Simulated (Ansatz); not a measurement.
Take NaCl in the rock salt structure (space group Fm-3m, No. 225; a = 5.696 Å) as the base. Axes: x, y, z lie along the cube axes.

Level of theory: DFT with PBE, PAW potentials and a 420 eV plane-wave cutoff in Ansatz (a quantum-chemistry and plane-wave program), spin-orbit coupling left out.

It is then changed as follows: an isotropic linear strain of −2.00 %; the atoms relax in the strained cell.

Task: Predict the stress tensor and what it implies for the stiffness.

Result: Stress of the strained cell less that of the base (GPa, compression positive):
```
   1.65    0.00    0.00
   0.00    1.65    0.00
   0.00    0.00    1.65
```

Then B = −ΔP/(ΔV/V₀) with ΔV/V₀ = -0.0588 gives secant stiffness values (nonlinear terms included at this strain): B ≈ 28 GPa.

As a check, the harmonic strain energy −½ V₀ Δσ:ε is 7.1 meV/atom; the computed energy rise is 6.6 meV/atom.

No phonon test of stability was made.
